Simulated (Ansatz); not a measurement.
**CaF2: how the settings move a single-point run**

How sensitive is a single-point run of CaF2 to its settings? A reference run comes first, then four runs with altered input.

Method: reference: DFT, HSE06, plane waves, PAW, in Ansatz 0.2.0.

3 further runs of the same task are left out: 3 that didn't finish.

## (1) Starting point

Symmetry: Fm-3m, No. 225, cubic system. Conventional cell: a = 5.439 Å, b = 5.439 Å, c = 5.439 Å, α = 90.00°, β = 90.00°, γ = 90.00°. Around Ca (site symmetry m-3m) lie 8 F at 2.36 Å. F (site symmetry -43m) has 4 Ca at 2.36 Å as nearest neighbours.

Structure file:

```cif
data_structure
_symmetry_space_group_name_H-M 'P 1'
_symmetry_Int_Tables_number 1
_cell_length_a 3.8461
_cell_length_b 3.8461
_cell_length_c 3.8461
_cell_angle_alpha 60.000
_cell_angle_beta 60.000
_cell_angle_gamma 60.000
_cell_volume 40.23
loop_
_atom_site_label
_atom_site_type_symbol
_atom_site_fract_x
_atom_site_fract_y
_atom_site_fract_z
_atom_site_occupancy
Ca1 Ca 0.00000 0.00000 0.00000 1
F1 F 0.25000 0.25000 0.25000 1
F2 F 0.75000 0.75000 0.75000 1
```

## (2) Baseline

input.yaml

```yaml
crystal:
  lattice:
    - [0.0, 2.7195929737, 2.7195929737]
    - [2.7195929737, 0.0, 2.7195929737]
    - [2.7195929737, 2.7195929737, 0.0]
  atoms:
    - { symbol: Ca, position: [0.0, 0.0, 0.0] }
    - { symbol: F, position: [0.25, 0.25, 0.25] }
    - { symbol: F, position: [0.75, 0.75, 0.75] }
kpoints:
  mp_grid: { grid: [4, 4, 4] }
hamiltonian:
  xc: hse06
scf:
  occupations: { method: fixed }
  n_extra_bands: 4
output:
  forces: true
  stress: true
  eigenvalues: true
  write_density: true
  write_potential: true
  elf: true
  volumetric_format: npy
```

Launch:

```bash
> ansatz run input.yaml --threads 4 --pin off --max-ram 3686MiB --backend cpu --events-out ev --progress --plain --runs-dir out
```

## (3) Variant: exchange pbe, correlation pbe, coeff 0.5

Edit input.yaml of step 2 so:

```diff
@@ -12,3 +12,3 @@
 hamiltonian:
-  xc: hse06
+  xc: { exchange: pbe, correlation: pbe, exx: { coeff: 0.5 } }
 scf:
@@ -20,5 +20 @@
   eigenvalues: true
-  write_density: true
-  write_potential: true
-  elf: true
-  volumetric_format: npy
```

## (4) Changing settings: exchange pbe, correlation pbe, coeff 0.35, omega 0.3

Edit input.yaml of step 2 so:

```diff
@@ -12,3 +12,3 @@
 hamiltonian:
-  xc: hse06
+  xc: { exchange: pbe, correlation: pbe, exx: { coeff: 0.35, omega: 0.3 } }
 scf:
@@ -20,5 +20 @@
   eigenvalues: true
-  write_density: true
-  write_potential: true
-  elf: true
-  volumetric_format: npy
```

## (5) Changing settings: singularity none

Edit input.yaml of step 2 so:

```diff
@@ -16,2 +16,3 @@
   n_extra_bands: 4
+  exx: { singularity: none }
 output:
@@ -20,5 +21 @@
   eigenvalues: true
-  write_density: true
-  write_potential: true
-  elf: true
-  volumetric_format: npy
```

## (6) Changing settings: preconditioner none

Edit input.yaml of step 2 so:

```diff
@@ -16,2 +16,3 @@
   n_extra_bands: 4
+  mixing: { preconditioner: none }
 output:
@@ -20,5 +21 @@
   eigenvalues: true
-  write_density: true
-  write_potential: true
-  elf: true
-  volumetric_format: npy
```

What does the calculation give? Wanted: for each run, ending; energy change; pressure; gap; force.

The runs gave:

| run | ending | energy change | pressure (GPa) | gap (eV) | force (eV/Å) | cycles | time |
| --- | --- | --- | --- | --- | --- | --- | --- |
| reference | converged | 0 | 1.4 | 9.45 | 0.00 | 12 | 3 s |
| 1: exchange pbe, correlation pbe, coeff 0.5 | converged | not comparable | -0.9 | 13.15 | 0.00 | 17 | 3.4 s |
| 2: exchange pbe, correlation pbe, coeff 0.35, omega 0.3 | converged | not comparable | 0.6 | 9.92 | 0.00 | 13 | 3.1 s |
| 3: singularity none | converged | - | 1.3 | 9.45 | 0.00 | 12 | 3 s |
| 4: preconditioner none | converged | 0.0 meV/atom | 1.4 | 9.45 | 0.00 | 12 | 3 s |

Times don't compare one to one where runs were asked for different outputs or read a saved state (see the inputs); cycles may leave out searches for a lower state.

Residual by cycle in the longest SCF loop of each run; runs are numbered as in the table. The quantity is the density residual dr2, in eV.

| cycle | reference | run 1 | run 2 | run 3 | run 4 |
| --- | --- | --- | --- | --- | --- |
| 1 | 0.0458 | 3.3e-5 | 0.0761 | 0.0457 | 0.0458 |
| 2 | 0.00547 | 3.3e-6 | 0.00891 | 0.00552 | 0.00547 |
| 3 | 0.00166 | 1.7e-6 | 0.00313 | 0.00168 | 0.00166 |
| 4 | 2.3e-4 | 1.9e-7 | 4.1e-4 | 2.3e-4 | 2.3e-4 |
| 5 | 2.8e-5 | 9.2e-8 | 7.5e-5 | 2.8e-5 | 2.8e-5 |
| 6 | 9.6e-5 | 1.9e-8 | 2.1e-4 | 9.5e-5 | 9.6e-5 |
| 7 | 3.0e-7 | 7.1e-9 | 1.2e-6 | 3.0e-7 | 3.0e-7 |

**Reading.** «preconditioner none» leaves the energy as it was.
